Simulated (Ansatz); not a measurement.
# HfC: the change of pressure with volume scale

Periodic Kohn-Sham DFT of a crystal at fixed atoms, scaled to volume_scale times the given cell; pressure positive in compression, energy less spherical unpolarised free atoms, largest_vzz the field gradient of largest size among the nuclei. The results are calculated, by Ansatz 0.2.0.

The cell before it is scaled or strained (space group Fm-3m, No. 225):
```
HfC
1.0
      0.0000     2.3250     2.3250
      2.3250     0.0000     2.3250
      2.3250     2.3250     0.0000
Hf C
1 1
Direct
  0.50000 0.50000 0.50000
  0.00000 0.00000 0.00000
```

Settings of every row: method frozen-core PAW; functional PBE; relativity scalar; k mesh 15x15x15; filling fermi-dirac; smearing width 0.05 eV; wave cutoff 420 eV; paw set soft_2.

Atom start moment: 0 on all atoms.

Limits: no spin-orbit coupling on heavy atoms.

| row | volume scale | V (Å³/atom) | pressure (GPa) |
| --- | --- | --- | --- |
| 1 | 0.94 | 11.814 | 16.578 |
| 2 | 0.99 | 12.442 | ? |
| 3 | 1 | 12.568 | 0.202 |
| 4 | 1.01 | 12.694 | -2.084 |
| 5 | 1.06 | 13.322 | -11.975 |

Question: what pressure should row 2 give?

Worked fit of pressure. Take u = (V_r/V)^(2/3) − 1 with V_r = 12.631 Å³ an atom, which is twice the finite (Eulerian) strain; such expansions in the strain, on which the Birch-Murnaghan equation of state is built, carry the rest volume and the bulk modulus. The shown rows have u = 0.04559, 0.00334, -0.00331, -0.03489. Least squares give pressure = −0.9558 + 345.626 × u + 854.62 × u² GPa; a straight line predicts inner rows, each left out in turn, worse (root mean square 0.9 against 0.013 GPa). The rows lie off it by 0.000, -0.006, 0.006, -0.001 (root mean square 0.0043 GPa). The pressure vanishes at u = 0.0027, or V = 12.58 Å³ an atom, and there the bulk modulus at fixed shape and fractions is B = −V dP/dV = (2/3)(1 + u) dP/du = 234 GPa. The withheld row has u = 0.0101, so the fit gives −0.9558 + 345.626 × (0.0101) + 854.62 × (0.0101)² = 2.622 GPa.

The calculation gave 2.605 GPa. The fit lies 0.017 GPa (0.06 % of the column's range) above it; its largest miss of a shown row is 0.006 GPa.
